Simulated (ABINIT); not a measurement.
Runs of ABINIT 10.8.3 (patched build) on Re. It takes space group P6_3/mmc (No. 194, hexagonal). The conventional cell has a = 2.761 Å, b = 2.761 Å, c = 4.458 Å, α = 90.00°, β = 90.00°, γ = 120.00°. Around Re (site symmetry -6m2) lie 12 Re at 2.74 to 2.76 Å. 

```csv
task,level,potentials or basis,k mesh,cutoff (eV),fine-grid cutoff,mesh quality,gap on the mesh (eV),V0 of scaled cells (Å³/atom),B0 (GPa)
band structure,LDA-PZ,JTH PAW LDA v2.0,11 × 11 × 6,463,925.187 eV,not flagged,none,-,-
equation of state,LDA,JTH PAW LDA v2.0,11 × 11 × 6,463,925.187 eV,not flagged,-,14.33,400
single point,LDA,JTH PAW LDA v2.0,4 × 4 × 2,463,925.187 eV,coarse,none,-,-
single point,LDA,JTH PAW LDA v2.0,7 × 7 × 4,463,925.187 eV,coarse,none,-,-
equation of state,LDA-PZ,JTH PAW LDA v2.0,11 × 11 × 6,463,925.187 eV,not flagged,-,(a),400
band structure,r2SCAN,Ansatz NC r2SCAN,9 × 9 × 5,1469,-,not flagged,none,-,-
single point,r2SCAN,JTH PAW PBE v2.0,9 × 9 × 5,544,1088.46 eV,not flagged,none,-,-
single point,r2SCAN,JTH PAW PBE v2.0,4 × 4 × 2,544,1088.46 eV,coarse,none,-,-
```

Alike in all rows: no spin polarisation; cell as given; smearing fermi-dirac 0.05 eV.

**Question.** Fill in the values left out.

**Answer.** (a) 14.35.

Caveats: some runs use coarse meshes; pressures at fixed basis lie under the slope of the energies (some runs); the cell was scaled at fixed shape and fractional positions, which overstates the stiffness of a crystal with free parameters, most of all of layers and chains (some runs); the PAW data sets were made with another functional, which shifts forces and pressure a little (some runs).

A k mesh can miss the band edges, and the runs leave out spin-orbit coupling on Re.

A gap of «none» marks a metal or a gap under the smearing width.

Not every run made on this cell is shown here.
